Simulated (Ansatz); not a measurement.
## ZnTe under a change: isotropic strain −1.38 %

Base system: ZnTe in the zinc blende structure (space group F-43m, No. 216; a = 6.179 Å).

Now apply this change: an isotropic linear strain of −1.38 %, atoms relaxed at fixed cell.

Method: plane-wave PAW DFT at the PBE level (Ansatz, an electronic-structure program, 420 eV), no spin-orbit coupling, earlier PAW set. Γ-centred 9×9×9 mesh, Fermi–Dirac width 0.05 eV.

```json
[
 {"quantity": "volume per atom", "base": "29.49 Å³", "changed": "28.29 Å³", "shift": "-1.20 Å³"},
 {"quantity": "space group", "base": "F-43m (No. 216)", "changed": "F-43m (No. 216)", "shift": "–"},
 {"quantity": "shortest interatomic distance", "base": "2.676 Å", "changed": "2.639 Å", "shift": "-0.037 Å"},
 {"quantity": "energy relative to the base (free energy F)", "base": "0 meV/atom", "changed": "+7.2 meV/atom", "shift": "+7.2 meV/atom"},
 {"quantity": "pressure", "base": "0.00 GPa", "changed": "1.99 GPa", "shift": "+1.99 GPa"},
 {"quantity": "band gap", "base": "1.07 eV", "changed": "1.27 eV", "shift": "+0.193 eV"},
 {"quantity": "gap character", "base": "direct at Γ", "changed": "direct at Γ", "shift": "–"},
 {"quantity": "mean gap deformation potential ΔEg/Δln V", "base": "–", "changed": "-4.6 eV", "shift": "–"},
 {"quantity": "width of the top valence band", "base": "2.43 eV", "changed": "2.61 eV", "shift": "+0.187 eV"},
 {"quantity": "electron mass", "base": "0.077 mₑ (at Γ)", "changed": "0.086 mₑ (at Γ)", "shift": "–"},
 {"quantity": "hole mass (degenerate bands, along [100])", "base": "0.077, 0.48, 0.48 mₑ (at Γ)", "changed": "0.087, 0.45, 0.45 mₑ (at Γ)", "shift": "–"},
 {"quantity": "valley order (the lowest conduction-band minima on the path, energy above the VBM, named in the base's zone)", "base": "Γ 1.07 eV; L along ⟨111⟩ 1.73 eV; a point along ⟨100⟩, about 0.9 Å⁻¹ from Γ 2.28 eV", "changed": "Γ 1.27 eV; L along ⟨111⟩ 1.79 eV; a point along ⟨100⟩, about 0.9 Å⁻¹ from Γ 2.22 eV", "shift": "–"}
]
```

Final structure:

```
CELL_PARAMETERS angstrom
      0.00000     3.04696     3.04696
      3.04696     0.00000     3.04696
      3.04696     3.04696     0.00000
ATOMIC_POSITIONS crystal
  Te 0.75000 0.75000 0.75000
  Zn 0.00000 0.00000 0.00000
```

Spin-orbit coupling, missing from the scalar runs, can matter with Te. Effective masses come from finite differences of ±0.01 Å⁻¹. No phonon test of stability was made.
